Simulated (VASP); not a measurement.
Here is a VASP 6.6.1 calculation.

Contents of INCAR:

```
PREC = Accurate
ENCUT = 600
EDIFF = 1E-7
ISMEAR = 1
SIGMA = 0.1
LREAL = False
LASPH = True
NELM = 80
ALGO = Normal
ISIF = 3
LWAVE = False
LCHARG = False
GGA = PE
IVDW = 12
IBRION = 2
NSW = 90
EDIFFG = -0.005
PSTRESS = 65.0
KPAR = 2
```

The input KPOINTS:

```
regular mesh
0
Gamma
  10 10 10
```

POSCAR

```
Sb                                      
1.0
    2.1048873970      1.2152573053      3.4250865314
   -2.1048873970      1.2152573053      3.4250865314
   -0.0000000000     -2.4305146106      3.4250865314
  Sb            
     2
Direct
     0.2501447967422831    0.2501447967422831    0.2501447967422831
     0.7498552032577168    0.7498552032577168    0.7498552032577168
```

Potentials or basis: VASP PAW PBE potentials, release 64 (Sb).

The run is started by

```console
$ cat potpaw_PBE.64/Sb/POTCAR > POTCAR
$ mpirun -np 2 vasp_std > vasp.out
```

(1) Estimate the dispersion energy per atom.

(2) What does it give for the relaxed cell?

Answers

(1) -0.545 eV.

(2) a = 4.202 Å, b = 4.202 Å, c = 4.202 Å, α = 60.07°, β = 60.07°, γ = 60.07°.

Caveat: the cell is relaxed towards a set pressure, so the enthalpy falls and the energy may rise.
